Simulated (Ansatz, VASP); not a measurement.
Al in VASP and in Ansatz

```xyz
1
Lattice="0.0000 2.0215 2.0215 2.0215 0.0000 2.0215 2.0215 2.0215 0.0000" Properties=species:S:1:pos:R:3 pbc="T T T"
Al    0.0000    0.0000    0.0000
```

Alike in both runs: task single point; functional PBE; k mesh 14 × 14 × 14; occupations gaussian, width 0.05 eV; no spin polarisation.

|  | VASP | Ansatz |
| --- | --- | --- |
| version | VASP 6.6.1 | Ansatz 0.2.0 |
| potentials or method | VASP PAW PBE potentials, release 64 (Al) | scalar-relativistic, plane waves, PAW |
| plane-wave cutoff (eV) | 520 | 420 |
| valence electrons in the cell | 3 | 3 |

```tsv
	VASP	Ansatz	Ansatz less VASP
gap on the k mesh at the Fermi level (eV)	none	none	-
pressure (GPa)	-0.4	-0.4	+0.04
```

A gap of «none» marks a metal or a gap that the smearing closes.
